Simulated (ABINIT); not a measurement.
Wanted: the native input for an ABINIT 10.8.3 (patched build) run.

```
Task                : single point
Functional          : PBE
Potentials or basis : JTH PAW PBE v2.0
Cutoff              : 599 eV
k mesh              : 9 × 9 × 9
Occupations         : fermi-dirac, width 0.1 eV
Spin                : no spin polarisation
Fine-grid cutoff    : 1197.3 eV
```

Crystal: Bi.

```
Bi
1.0
    -1.98143    1.98143    1.98143
     1.98143   -1.98143    1.98143
     1.98143    1.98143   -1.98143
Bi
1
Direct
  0.00000 0.00000 0.00000
```

This isn't the form of Bi at room conditions, which is rhombohedral.

The input as run:

run.abi

```
# Pseudopotentials
pp_dirpath "./"
pseudos "Bi.GGA_PBE-JTH.xml"

# Structure
acell 3*1.0
rprim
    -3.7443610401     3.7443610401     3.7443610401
     3.7443610401    -3.7443610401     3.7443610401
     3.7443610401     3.7443610401    -3.7443610401
ntypat 1
znucl 83
natom 1
typat 1
xred
     0.0000000000     0.0000000000     0.0000000000

# Plane-wave basis
ecut 598.650497 eV
pawecutdg 44.0
pawxcdev 0

# k points
kptopt 1
ngkpt 9 9 9
nshiftk 1
shiftk 0.0 0.0 0.0

# Exchange and correlation
ixc 11

# Bands and occupations
nband 12
occopt 3
tsmear 0.1 eV

# SCF cycle
nstep 100
tolvrs 1.0e-9

# Output
iomode 3
prtwf 0
prteig 0
prtebands 0
enunit 1
prtden 1
prtvha 1
prtvclmb 1
prtpot 1
```

Potentials or basis: JTH PAW PBE v2.0.

Launch:

```console
$ abinit run.abi > log 2>&1
```

It gave:

- Pressure: 0.9 GPa
- Band gap on the k mesh: none (metal or under the smearing width)
- Valence electrons inside the program's atomic spheres: Bi 12.14 (radii [1.2765] Å)

Caveat: spin-orbit coupling is left out, which moves the levels of the heavy elements.

Run time: 11 s on 1 thread of Arm Neoverse V2, on a shared host, peak memory 0.11 GiB.
